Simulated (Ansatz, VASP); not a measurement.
Given: the input of a run of VASP 6.6.1 on Ge.

File INCAR:

```
PREC = Accurate
ENCUT = 600
EDIFF = 1E-7
ISMEAR = -1
SIGMA = 0.05
LREAL = False
LASPH = True
NELM = 80
ALGO = Normal
ISIF = 3
LWAVE = False
LCHARG = False
GGA = PS
IBRION = 2
NSW = 60
EDIFFG = -0.01
```

Contents of KPOINTS:

```
Automatic mesh
0
Gamma
  8 8 8
```

POSCAR

```
Ge
1.0
    0.0000000000      2.8289100000      2.8289100000
    2.8289100000      0.0000000000      2.8289100000
    2.8289100000      2.8289100000      0.0000000000
Ge
2
Direct
    0.7500000000      0.7500000000      0.7500000000
    0.5000000000      0.5000000000      0.5000000000
```

Potentials or basis: VASP PAW PBE potentials, release 64 (Ge_d).

Run with:

```bash
$ cat potpaw_PBE.64/Ge_d/POTCAR > POTCAR
$ mpirun -np 1 vasp_std > vasp.out
```

Translate it to Ansatz 0.2.0. Potentials there: Ansatz PAW.

As run (the cutoff follows the program's own potentials):

Contents of input.yaml:

```yaml
crystal:
  lattice:
    - [0.0, 2.82891, 2.82891]
    - [2.82891, 0.0, 2.82891]
    - [2.82891, 2.82891, 0.0]
  atoms:
    - { symbol: Ge, position: [0.75, 0.75, 0.75] }
    - { symbol: Ge, position: [0.5, 0.5, 0.5] }
hamiltonian:
  xc: pbesol
  pseudopotentials: { kind: paw }
kpoints:
  mp_grid: { grid: [8, 8, 8] }
scf:
  occupations: { method: fermi_dirac, width: 0.05 }
output:
  forces: true
  stress: true
  eigenvalues: true
relax:
  f_tol: 0.01
  max_steps: 40
  cell: { stress_tol: 0.05 }
```

Potentials or basis: Ansatz PAW.

Command:

```bash
$ ansatz run input.yaml --threads 2 --pin off --max-ram 5632MiB --backend cpu --events-out ev --progress --plain --runs-dir out
```

Both were run:

|  | VASP | Ansatz | Ansatz less VASP |
| --- | --- | --- | --- |
| gap on the k mesh at the Fermi level, each at its own relaxed structure (eV) | none | none | - |
| relaxed volume (Å³/atom) | 22.86 | 22.86 | -0.001 |
| relaxed cell length with the largest relative difference (Å) | 4.014 | 4.014 | 0.0000 |

A gap of «none» marks a metal or a gap that the smearing closes.

Caveats: the PAW data sets were made with another functional, which shifts forces and pressure a little (VASP); this crystal is a semiconductor, whose small gap the functional closes, so the metal is an error of the method (VASP); the plane-wave basis is chosen anew once the cell has moved, so the energies of steps on either side of that aren't comparable (Ansatz); the PAW data sets come from PBE, with cores solved anew for the run's functional, which leaves a small shift of forces and pressure (Ansatz). Zero-point motion and thermal expansion aren't in these numbers.
